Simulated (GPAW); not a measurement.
# Ca (Im-3m) in GPAW: single point with PBE

Aim: the single point of Ca with PBE.

All numbers are computed with GPAW 26.7.0; they aren't measurements. Logs are shortened: lines on timing, memory, paths and dates and some standing lists are left out, and cuts for length are marked. The log counts tension as positive stress, the text compression.

## Step 1: The crystal as given

Symmetry: Im-3m, No. 229, cubic system. The conventional cell has a = 4.480 Å, b = 4.480 Å, c = 4.480 Å, α = 90.00°, β = 90.00°, γ = 90.00°. Around Ca (site symmetry m-3m) lie 8 Ca at 3.88 Å.

This isn't the form of Ca at room conditions, which is fcc.

## Step 2: Single point, PBE

run.py reads:

```python
from ase import Atoms
from ase.dft.bandgap import bandgap
from ase.io import write
from ase.units import GPa
from gpaw import GPAW, PW

atoms = Atoms(['Ca'],
              cell=[[-2.24, 2.24, 2.24],
                    [2.24, -2.24, 2.24],
                    [2.24, 2.24, -2.24]],
              scaled_positions=[[0.0, 0.0, 0.0]],
              pbc=True)

calc = GPAW(mode=PW(450),
            xc='PBE',
            kpts={'size': (7, 7, 7), 'gamma': True},
            occupations={'name': 'fermi-dirac', 'width': 0.05},
            nbands=12,
            convergence={'density': 1e-05, 'energy': 1e-05},
            maxiter=80,
            txt='gpaw.txt')
atoms.calc = calc
energy = atoms.get_potential_energy()
forces = atoms.get_forces()
stress = atoms.get_stress()
calc.write('gs.gpw')
write('result.traj', atoms)
print(f'Energy: {energy:.6f} eV')
print('Forces (eV/A):')
print(forces.round(4))
print('Stress (GPa):', (stress / GPa).round(3))
print('Fermi level:', round(calc.get_fermi_level(), 4), 'eV')
print(f'Gap: {bandgap(calc)[0]:.4f} eV, direct: {bandgap(calc, direct=True)[0]:.4f} eV')
```

Potentials or basis: GPAW PAW data sets (gpaw-data 1.2.1), pw.

On the command line:

```console
OMP_NUM_THREADS=1 python run.py
```

gpaw.txt:

```text
__  _  _
 | _ |_)|_||  |
 |__||  | ||/\| - 26.7.0

Input parameters:
  mode=PW(ecut=450.00000000000006),
  convergence={'density': 1e-05, 'energy': 1e-05},
  kpts=MonkhorstPack(size=(7, 7, 7), gamma=True),
  maxiter=80,
  nbands=12,
  occupations=Occupations(name='fermi-dirac', width=0.05),
  xc=XC(name='PBE')

Diagonalizing LCAO Hamiltonian
Converting LCAO to pw mode

       Ca

Atoms  # Å, Bohr magnetons
|   | symbol |        x |        y |        z |    initial magnetic moments |
|---|--------|----------|----------|----------|-----------------------------|
| 0 |     Ca | 0.000000 | 0.000000 | 0.000000 | ( 0.0000,  0.0000,  0.0000) |

Unit cell  # Å
| periodic |         x |         y |         z |  lengths |     angles |
|----------|-----------|-----------|-----------|----------|------------|
|      yes | -2.240000 |  2.240000 |  2.240000 | 3.879794 | 109.471221 |
|      yes |  2.240000 | -2.240000 |  2.240000 | 3.879794 | 109.471221 |
|      yes |  2.240000 |  2.240000 | -2.240000 | 3.879794 | 109.471221 |

Number of symmetries: 48
Symmetry operations  # r_c * U_cc + t_c -> r_c
|    | kind |            matrix            |
|----|------|------------------------------|
|  0 |  σ   |  1, 1, 1,  0, 0,-1,  0,-1, 0 |
|  1 |  C4  |  1, 1, 1,  0, 0,-1, -1, 0, 0 |
|  2 |  C2  |  1, 1, 1,  0,-1, 0,  0, 0,-1 |
|  3 |  S6  |  1, 1, 1,  0,-1, 0, -1, 0, 0 |
|  4 |  S6  |  1, 1, 1, -1, 0, 0,  0, 0,-1 |
|  5 |  C4  |  1, 1, 1, -1, 0, 0,  0,-1, 0 |
|  6 |  E   |  1, 0, 0,  0, 1, 0,  0, 0, 1 |
|  7 |  σ   |  1, 0, 0,  0, 1, 0, -1,-1,-1 |
|  8 |  σ   |  1, 0, 0,  0, 0, 1,  0, 1, 0 |
|  9 |  C3  |  1, 0, 0,  0, 0, 1, -1,-1,-1 |
| 10 |  C3  |  1, 0, 0, -1,-1,-1,  0, 1, 0 |
| 11 |  σ   |  1, 0, 0, -1,-1,-1,  0, 0, 1 |
| 12 |  σ   |  0, 1, 0,  1, 0, 0,  0, 0, 1 |
| 13 |  C2  |  0, 1, 0,  1, 0, 0, -1,-1,-1 |
| 14 |  C3  |  0, 1, 0,  0, 0, 1,  1, 0, 0 |
| 15 |  S4  |  0, 1, 0,  0, 0, 1, -1,-1,-1 |
| 16 |  S4  |  0, 1, 0, -1,-1,-1,  1, 0, 0 |
| 17 |  C3  |  0, 1, 0, -1,-1,-1,  0, 0, 1 |
| 18 |  C3  |  0, 0, 1,  1, 0, 0,  0, 1, 0 |
| 19 |  S4  |  0, 0, 1,  1, 0, 0, -1,-1,-1 |
| 20 |  σ   |  0, 0, 1,  0, 1, 0,  1, 0, 0 |
| 21 |  C3  |  0, 0, 1,  0, 1, 0, -1,-1,-1 |
| 22 |  C2  |  0, 0, 1, -1,-1,-1,  1, 0, 0 |
| 23 |  S4  |  0, 0, 1, -1,-1,-1,  0, 1, 0 |
| 24 |  C4  |  0, 0,-1,  1, 1, 1,  0,-1, 0 |
| 25 |  σ   |  0, 0,-1,  1, 1, 1, -1, 0, 0 |
| 26 |  S6  |  0, 0,-1,  0,-1, 0,  1, 1, 1 |
| 27 |  C2  |  0, 0,-1,  0,-1, 0, -1, 0, 0 |
| 28 |  C4  |  0, 0,-1, -1, 0, 0,  1, 1, 1 |
| 29 |  S6  |  0, 0,-1, -1, 0, 0,  0,-1, 0 |
| 30 |  S6  |  0,-1, 0,  1, 1, 1,  0, 0,-1 |
| 31 |  C4  |  0,-1, 0,  1, 1, 1, -1, 0, 0 |
| 32 |  C4  |  0,-1, 0,  0, 0,-1,  1, 1, 1 |
| 33 |  S6  |  0,-1, 0,  0, 0,-1, -1, 0, 0 |
| 34 |  σ   |  0,-1, 0, -1, 0, 0,  1, 1, 1 |
| 35 |  C2  |  0,-1, 0, -1, 0, 0,  0, 0,-1 |
| 36 |  C2  | -1, 0, 0,  1, 1, 1,  0, 0,-1 |
| 37 |  S6  | -1, 0, 0,  1, 1, 1,  0,-1, 0 |
| 38 |  S6  | -1, 0, 0,  0, 0,-1,  1, 1, 1 |
| 39 |  C2  | -1, 0, 0,  0, 0,-1,  0,-1, 0 |
| 40 |  C2  | -1, 0, 0,  0,-1, 0,  1, 1, 1 |
| 41 |  i   | -1, 0, 0,  0,-1, 0,  0, 0,-1 |
| 42 |  S4  | -1,-1,-1,  1, 0, 0,  0, 1, 0 |
| 43 |  C3  | -1,-1,-1,  1, 0, 0,  0, 0, 1 |
| 44 |  C3  | -1,-1,-1,  0, 1, 0,  1, 0, 0 |
| 45 |  σ   | -1,-1,-1,  0, 1, 0,  0, 0, 1 |
| 46 |  S4  | -1,-1,-1,  0, 0, 1,  1, 0, 0 |
| 47 |  C2  | -1,-1,-1,  0, 0, 1,  0, 1, 0 |

BZ-sampling:
  Number of BZ points: 343
  Number of IBZ points: 20

  Monkhorst-Pack size: [7, 7, 7]
  Monkhorst-Pack shift: [0, 0, 0]

K-points  # in reciprocal-cell coordinates
|     |                                coordinates |     weight |
|-----|--------------------------------------------|------------|
|   0 | (  0.00000000,   0.00000000,   0.00000000) | 0.00291545 |
|   1 | (  0.14285714,   0.00000000,   0.00000000) | 0.03498542 |
|   2 | (  0.14285714,   0.14285714,  -0.14285714) | 0.01749271 |
|   3 | (  0.28571429,   0.00000000,  -0.14285714) | 0.06997085 |
|   4 | (  0.28571429,   0.00000000,   0.00000000) | 0.03498542 |
|   5 | (  0.28571429,   0.14285714,  -0.14285714) | 0.06997085 |
|   6 | (  0.28571429,   0.28571429,  -0.28571429) | 0.01749271 |
|   7 | (  0.28571429,   0.28571429,   0.28571429) | 0.02332362 |
|   8 | (  0.42857143,  -0.14285714,  -0.14285714) | 0.02332362 |
|   9 | (  0.42857143,   0.00000000,  -0.14285714) | 0.13994169 |
| ... |                                            |            |
|  19 | (  0.42857143,   0.42857143,   0.42857143) | 0.02332362 |

Plane wave coefficients: 989
Cutoff: 450.00000000000006 eV

Spin-components: 1 (collinear spins)
Bands:           12
Projectors:      5
Spin-degeneracy: 2
Datatype:        complex128

Density:
  Valence electrons: 10.0
  Components: 1
  Grid points: [20 20 20]
  Charge: 0.0  # |e|

Potential:
  Grid points: [20 20 20]

species:
  Ca:
    name:    Calcium
    Z:       20.0
    valence: 10
    core:    10
    charge:  0.0  # [|e|]
    compensation charges:
      type: gauss
      rc: 0.37  # [Å]
      lmax: 2
    cutoffs:
      filter: 2.10  # [Å]
      core: 1.17  # [Å]
    projectors
    | kind |    occ | energy [eV] | rcut [Å] |
    |------|--------|-------------|----------|
    |   3s |  2.000 |     -47.086 |    1.175 |
    |   4s |  2.000 |      -3.766 |    1.175 |
    |   3p |  6.000 |     -28.008 |    1.154 |
    |    p |        |      -0.797 |    1.154 |
    |    d |        |       0.000 |    0.937 |

    Using partial waves for Ca as LCAO basis

Reference energy: -18510.869232  # eV

eigensolver:
  PPCG
  Converge bands: occupied
  niter=2

density mixing:
  MSR1-Mixer
  Pratt-step length: 0.05
  Maximum mixing coefficient: 0.75
  Old densities: 10
  SVD Regularization: 0.005
  Good broyden scale: 1.0
  Trust region scale: 1.0
  Backstep threshold: 4.0
  History deletion threshold: 6.0
  Fourier metric: weight=20.0, sigma=0.015

occupation numbers:
  Fermi-Dirac:
    width: 0.0500  # eV

poisson solver:
  ecut: 3600.0000000000005  # eV

xc functional:
  name: PBE with 2 nearest neighbor stencil

convergence criteria:
- Maximum integral of absolute [dens]ity change: 1e-05 electrons / valence electron
- Maximum [total energy] change in last 3 cyles: 1e-05 eV / valence electron
- Maximum integral of absolute [eigenst]ate change: 4e-08 eV^2 / valence electron
maximum number of iterations: 80

SCF iterations
|iter     | |      energy | eigst |  dens |
|---------|-|-------------|-------|-------|
|iter:   1| |   -1.855665 | +0.26 |       |
|iter:   2| |   -2.007806 | -1.05 | -1.57 |
|iter:   3| |   -2.009717 | -2.49 | -1.61 |
|iter:   4| |   -2.006946 | -3.49 | -1.77 |
|iter:   5| |   -2.006615 | -3.86 | -2.11 |
|iter:   6| |   -2.006754 | -4.73 | -2.54 |
|iter:   7| |   -2.006759 | -6.01 | -3.32 |
|iter:   8| |   -2.006760c| -6.71 | -3.56 |
|iter:   9| |   -2.006759c| -7.90c| -3.91 |
|iter:  10| |   -2.006758c| -7.80c| -4.13 |
|iter:  11| |   -2.006758c| -8.81c| -5.46c|

Converged in 11 steps
Energy contributions relative to reference atoms: (reference = -18510.869232)

Energy contributions:
  Kinetic:          -0.571295
  Coulomb:           2.435312
  Zero:             -0.460132
  External:          0.000000
  Xc:               -3.402989
  Entropy:          -0.015308
  Spinorbit:         0.000000
  ----------------------------
  Free energy:      -2.014413
  Extrapolated:     -2.006758

dipole moment: (-7.402873, -7.402873, -7.402873)  # |e|*Ang

Fermi level: 3.026
Eigenvalues  # (at kpt = [0.000, 0.000, 0.000])
| band index |      eig [eV] | occ [0-2] |
|------------|---------------|-----------|
|          0 |       -39.193 |     2.000 |
|          1 |       -20.140 |     2.000 |
|          2 |       -20.140 |     2.000 |
|          3 |       -20.140 |     2.000 |
|          4 |        -0.914 |     2.000 |
|          5 |         5.219 |     0.000 |
|          6 |         5.219 |     0.000 |
|          7 |         5.219 |     0.000 |
|          8 |         6.184 |     0.000 |
|          9 |         6.184 |     0.000 |
|         10 |        12.896 |     0.000 |
|         11 |        12.896 |     0.000 |

No gap
No difference between direct/indirect transitions

Forces  # eV/Ang
|       x |       y |       z |
|---------|---------|---------|
| 0.00000 | 0.00000 | 0.00000 |  # Ca   0

Stress tensor  # eV/Ang^3
|         x |         y |         z |
|-----------|-----------|-----------|
|  0.006656 |  0.000000 | -0.000000 |
|  0.000000 |  0.006656 | -0.000000 |
| -0.000000 | -0.000000 |  0.006656 |

# Writing to gs.gpw (mode='')
```

Wall time 5.7 s (1 thread of Arm Neoverse V1, shared host); peak memory 0.13 GiB.

What came out:

| Property | Result |
| --- | --- |
| Free energy | -2.0144 eV |
| Pressure | -1.1 GPa |
| Band gap on the k mesh | none (metal or under the smearing width) |

Levels at points of the mesh, in eV from the Fermi level:
| k point | band 3 | band 4 | band 5 | band 6 | band 7 | band 8 |
| --- | --- | --- | --- | --- | --- | --- |
| (0.00, 0.00, 0.00) | -23.17 | -23.17 | -3.94 | 2.19 | 2.19 | 2.19 |

Caveat: the cutoff is short for stress and forces, so pressures can be off by a GPa or more; the cell was measured hot, at 740 K.
